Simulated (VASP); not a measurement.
# La (Im-3m) in VASP: a series of runs

One crystal, La, is run at these levels: vdW-DF, vdW-DF2, PBE+D3; tasks: atomic charges, relaxation of cell and atoms, electrostatic potential.

All numbers are computed with VASP 6.6.1; they aren't measurements. Logs are shortened: lines on timing, memory, paths and dates and some standing lists are left out, and cuts for length are marked.

## Step 1: The undisturbed crystal

The structure is cubic, space group Im-3m (No. 229). Conventional cell: a = 4.248 Å, b = 4.248 Å, c = 4.248 Å, α = 90.00°, β = 90.00°, γ = 90.00°. La (site symmetry m-3m) is surrounded by 8 La at 3.68 Å.

This isn't the form of La at room conditions, which is double hcp.

## Step 2: Atomic charges, vdW-DF (volume scaled by 0.88)

Contents of INCAR:

```
PREC = Accurate
ENCUT = 520
EDIFF = 1E-7
ISMEAR = -5
SIGMA = 0.05
LREAL = F
LASPH = T
NELM = 100
ALGO = Fast
ISIF = 2
LWAVE = F
LCHARG = F
GGA = RE
LUSE_VDW = T
AGGAC = 0.0
LORBIT = 10
```

Contents of KPOINTS:

```
regular mesh
0
Gamma
  9 9 9
```

Contents of POSCAR:

```
La
1.0
   -2.0352332733      2.0352332733      2.0352332733
    2.0352332733     -2.0352332733      2.0352332733
    2.0352332733      2.0352332733     -2.0352332733
La
1
Direct
    0.0000000000      0.0000000000      0.0000000000
```

Potentials or basis: VASP PAW PBE potentials, release 64 (La).

On the command line:

```
> cat potpaw_PBE.64/La/POTCAR > POTCAR
> mpirun -np 1 vasp_std > vasp.out
```

OUTCAR:

```text
PREC = Accurate
   ENCUT = 520
   EDIFF = 1E-7
   ISMEAR = -5
   LREAL = F
   LASPH = T
   NELM = 100
   ISIF = 2
   GGA = RE
   LORBIT = 10

 ion  position               nearest neighbor table
   1  0.000  0.000  0.000-

  LATTYP: Found a body centered cubic cell.
 ALAT       =     4.0704665466

  Lattice vectors:

 A1 = (  -2.0352332733,   2.0352332733,   2.0352332733)
 A2 = (   2.0352332733,  -2.0352332733,   2.0352332733)
 A3 = (   2.0352332733,   2.0352332733,  -2.0352332733)

Analysis of symmetry for initial positions (statically):
=====================================================================
 Subroutine PRICEL returns:
 Original cell was already a primitive cell.

 Routine SETGRP: Setting up the symmetry group for a
 body centered cubic supercell.

 Subroutine GETGRP returns: Found 48 space group operations
 (whereof 48 operations were pure point group operations)
 out of a pool of 48 trial point group operations.

The static configuration has the point symmetry O_h .

Analysis of symmetry for dynamics (positions and initial velocities):
=====================================================================
 Subroutine PRICEL returns:
 Original cell was already a primitive cell.

 Routine SETGRP: Setting up the symmetry group for a
 body centered cubic supercell.

 Subroutine GETGRP returns: Found 48 space group operations
 (whereof 48 operations were pure point group operations)
 out of a pool of 48 trial point group operations.

The dynamic configuration has the point symmetry O_h .

 Subroutine INISYM returns: Found 48 space group operations
 (whereof 48 operations are pure point group operations),
 and found     1 'primitive' translations

----------------------------------------------------------------------------------------

                                     Primitive cell

  volume of cell :      33.7212

  direct lattice vectors                    reciprocal lattice vectors
    -2.035233273  2.035233273  2.035233273     0.000000000  0.245672084  0.245672084
     2.035233273 -2.035233273  2.035233273     0.245672084  0.000000000  0.245672084
     2.035233273  2.035233273 -2.035233273     0.245672084  0.245672084  0.000000000

  length of vectors
     3.525127435  3.525127435  3.525127435     0.347432793  0.347432793  0.347432793

  position of ions in fractional coordinates (direct lattice)
     0.000000000  0.000000000  0.000000000

  ion indices of the primitive-cell ions
   primitive index   ion index
                 1           1

[... 89 lines left out ...]
   EFERMI_NEDOS =   21; number of points for ismear=-14 and -15
   IALGO  =     68    algorithm
   IMIX   =      4    mixing-type and parameters
     AMIX     =   0.40;   BMIX     =  1.00
     AMIX_MAG =   1.60;   BMIX_MAG =  1.00
  volume/ion in A,a.u.               =      33.72       227.56
  Fermi-wavevector in a.u.,A,eV,Ry     =   1.126951  2.129628 17.279638  1.270018
  Thomas-Fermi vector in A             =   2.263635
   LORBIT       =     10    0 simple, 1 ext, 2 COOP (PROOUT), +10 PAW based schemes
   GGA     = RE    functional components
   LHFCALC =     F    Hartree Fock is set to
   AEXX    =    0.0000 exact exchange contribution
   IVDW_NL    =     1    kernel type
   BPARAM     = 6.3000
   IVDW    =     0    specifies the selected vdW correction
   LEPSILON=     F    determine dielectric tensor
   LRPA    =     F    only Hartree local field effects (RPA)
 non-spin polarized calculation
 RMM-DIIS sequential band-by-band and
 Fermi weights with tetrahedron method with Bloechl corrections
  energy-cutoff  :      520.00
  volume of cell :       33.72
 maximum number of plane-waves:       935
 NGX is ok and might be reduce to    28
   NGX = 13   NGY = 13   NGZ = 13

 number of electron      10.9999999 magnetization

 Free energy of the ion-electron system (eV)
  ---------------------------------------------------
  ext. energy  EPLUGINS =         0.00000000
  ---------------------------------------------------
  free energy    TOTEN  =        -1.90492068 eV

  energy without entropy =       -1.90492068  energy(sigma->0) =       -1.90492068

 E-fermi :   8.9101     XC(G=0):  -9.8352

 val. band max:        8.8509602192   @ k =   0.2222   0.2222   0.0000
 cond. band min:       8.9454348661   @ k =   0.3333   0.0000   0.0000
 fundamental gap:      0.0944746469
 Fermi energy:         8.9101217850

 k-point     1 :       0.0000    0.0000    0.0000
  band No.  band energies     occupation
      1     -23.9841      2.00000
      2      -6.7093      2.00000
      3      -6.7093      2.00000
      4      -6.7093      2.00000
      5       5.8677      2.00000
      6      10.3722      0.00000
      7      10.3724      0.00000
      8      10.3735      0.00000
      9      10.5221      0.00000
[... 265 lines left out ...]
 k-point    24 :      -0.4444   -0.4444    0.1111
  band No.  band energies     occupation
      1     -23.6387      2.00000
      2      -8.2955      2.00000
      3      -7.5445      2.00000
      4      -6.9970      2.00000
      5       7.7592      2.00000
      6       9.1232      0.26097
      7       9.5743      0.00000
      8      10.2530      0.00000
      9      10.7699      0.00000

 [... further k-points ...]

------------------------ aborting loop because EDIFF is reached ----------------------------------------

  FORCE on cell =-STRESS in cart. coord.  units (eV):
  Direction    XX          YY          ZZ          XY          YZ          ZX
  --------------------------------------------------------------------------------------
  -------------------------------------------------------------------------------------
  Total        1.1326765      1.1326765      1.1326765     -0.0000000      0.0000000     -0.0000000
  in kB       53.8163098     53.8163098     53.8163098     -0.0000000      0.0000000     -0.0000000
  external PRESSURE =      53.8163098 kB  Pullay stress =       0.0000000 kB

 VOLUME and BASIS-vectors are now :
 -----------------------------------------------------------------------------
  energy-cutoff  :      520.00
  volume of cell :       33.72
      direct lattice vectors                 reciprocal lattice vectors
    -2.035233273  2.035233273  2.035233273     0.000000000  0.245672084  0.245672084
     2.035233273 -2.035233273  2.035233273     0.245672084  0.000000000  0.245672084
     2.035233273  2.035233273 -2.035233273     0.245672084  0.245672084  0.000000000

 POSITION                                       TOTAL-FORCE (eV/Angst)
 -----------------------------------------------------------------------------------
      0.00000      0.00000      0.00000        -0.000000      0.000000     -0.000000
 -----------------------------------------------------------------------------------
    total drift:                                0.000000     -0.000000      0.000000

  FREE ENERGIE OF THE ION-ELECTRON SYSTEM (eV)
  ---------------------------------------------------
  free  energy   TOTEN  =        -1.9049206751 eV

  energy  without entropy=       -1.9049206751  energy(sigma->0) =       -1.90492068

Total vdW correction in eV:      1.3409157

 total charge

# of ion       s       p       d       f       tot
--------------------------------------------------
    1        2.045   5.558   0.983   0.105   8.691
```

OSZICAR:

```text
N       E                     dE             d eps       ncg     rms          rms(c)
DAV:   1     0.103940577243E+03    0.10394E+03   -0.39664E+03   630   0.167E+03
DAV:   2     0.361557212718E+01   -0.10033E+03   -0.99447E+02  1006   0.209E+02
DAV:   3    -0.151124512275E+01   -0.51268E+01   -0.50353E+01   856   0.794E+01
[... 16 lines left out ...]
RMM:  20    -0.190492097406E+01   -0.31007E-06   -0.40035E-06   820   0.134E-02    0.240E-03
RMM:  21    -0.190492099134E+01   -0.17283E-07   -0.21673E-06   801   0.126E-02    0.219E-03
RMM:  22    -0.190492097693E+01    0.14411E-07   -0.19880E-06   796   0.116E-02    0.207E-03
RMM:  23    -0.190492065663E+01    0.32030E-06   -0.96462E-07   808   0.140E-02    0.247E-04
RMM:  24    -0.190492067511E+01   -0.18485E-07   -0.94855E-07   772   0.131E-02
   1 F= -.19049207E+01 E0= -.19049207E+01  d E =0.000000E+00
```

Wall time 92 s (1 thread of AMD EPYC 7R43 (Zen 3), shared host); peak memory 0.27 GiB.

What came out:

```
Free energy                                           : -1.9049 eV
Pressure                                              : 5.4 GPa
Band gap on the k mesh                                : none (metal or under the smearing width)
Valence electrons inside the program's atomic spheres : La 8.69
```

Levels at points of the mesh, in eV from the Fermi level:
| k point | band 4 | band 5 | band 6 | band 7 | band 8 | band 9 |
| --- | --- | --- | --- | --- | --- | --- |
| (0.00, 0.00, 0.00) | -15.62 | -3.04 | 1.46 | 1.46 | 1.46 | 1.61 |

Caveat: the PAW data sets were made with another functional, which shifts forces and pressure a little; tetrahedron occupations give inexact forces and stress in metals. The run has no spin-orbit coupling, so splittings on La are missing.

## Step 3: Relaxation of cell and atoms, vdW-DF2 (volume scaled by 1.15)

Contents of INCAR:

```
AGGAC = 0.0 ; ALGO = Normal
EDIFF = 1E-7 ; EDIFFG = 1E-5
ENCUT = 350 ; GGA = ML
IBRION = 2 ; ISIF = 3
ISMEAR = 1 ; LASPH = True
LCHARG = False ; LREAL = False
LUSE_VDW = True ; LWAVE = False
NELECT = 10.0 ; NELM = 100
NSW = 60 ; PREC = Accurate
SIGMA = 0.1 ; ZAB_VDW = -1.8867
```

Contents of KPOINTS:

```
k-points
0
Gamma
  9 9 9
```

Contents of POSCAR:

```
La
3.854
   -0.577352264089      0.577352264089      0.577352264089
    0.577352264089     -0.577352264089      0.577352264089
    0.577352264089      0.577352264089     -0.577352264089
La
1
Direct
    0.0000000000      0.0000000000      0.0000000000
```

Potentials or basis: VASP PAW PBE potentials, release 64 (La).

On the command line:

```
> cat potpaw_PBE.64/La/POTCAR > POTCAR
> mpirun -np 1 vasp_std > vasp.out
```

Wall time 5.1 min (1 thread of AMD EPYC 7R43 (Zen 3), shared host); peak memory 0.23 GiB.

The run converged, but some of its settings lie outside the range that counts as converged (typed here: ENCUT = 350; EDIFFG = 1e-05; NELECT = 10), so its numbers aren't taken as properties of the crystal.

Results:

```yaml
Free_energy: -17.0446 eV
Relaxed_volume: 14.23 Å³/atom
Relaxed_cell: a = 2.644 Å, b = 2.644 Å, c = 2.644 Å, α = 109.47°, β = 109.47°, γ = 109.47°
Space_group_after_relaxing_to_0.05_Å: Im-3m (No. 229)
Energy_gained_by_relaxing: 8503.5 meV/atom
Ionic_steps: 9
Band_gap_on_the_k_mesh: none (metal or under the smearing width)
```

Caveat: the cell is charged against a uniform background, so pressure and absolute levels hang on convention; the PAW data sets were made with another functional, which shifts forces and pressure a little.

## Step 4: Electrostatic potential, PBE+D3 (cell strained at random at fixed volume)

Contents of INCAR:

```
SYSTEM = La
  PREC = Accurate
  ENCUT = 520
  EDIFF = 1E-6
  ISMEAR = -1
  SIGMA = 0.05
  LREAL = .False.
  LASPH = .True.
  NELM = 100
  ALGO = Normal
  ISIF = 2
  LWAVE = .False.
  LCHARG = .True.
  GGA = PE
  IVDW = 11
  LVHAR = .True.
```

Contents of KPOINTS:

```
regular mesh
0
Gamma
  9 9 9
  0 0 0
```

Contents of POSCAR:

```
La
3.6846
   -0.566551321717      0.585337078652      0.579997014601
    0.587586169462     -0.576448461163      0.592142973457
    0.552183954839      0.562081094284     -0.571108125712
La
1
Direct
    0.0000000000      0.0000000000      0.0000000000
```

On the command line:

```
> cat potpaw_PBE.64/La/POTCAR > POTCAR
> mpirun -np 1 vasp_std > vasp.out
```

Run time: 3.3 min. Hardware: 1 thread of AMD EPYC 7R43 (Zen 3), shared host; peak memory 0.29 GiB.

It converged, with:

| Property | Result |
| --- | --- |
| Free energy | -5.0772 eV |
| Pressure | -2.2 GPa |
| Band gap on the k mesh | none (metal or under the smearing width) |
| Dispersion energy per atom | -0.306 eV |

Stress tensor (GPa, compression positive):
```
-2.71  0.20 -0.27
 0.20 -2.38 -0.14
-0.27 -0.14 -1.44
```

Levels at points of the mesh, in eV from the Fermi level:
```tsv
k point	band 3	band 4	band 5	band 6	band 7	band 8	band 9
(0.00, 0.00, 0.00)	-16.00	-15.92	-3.20	1.14	1.44	1.48	1.49
```

Caveat: pairwise dispersion overbinds metals, which lowers pressure and volume.
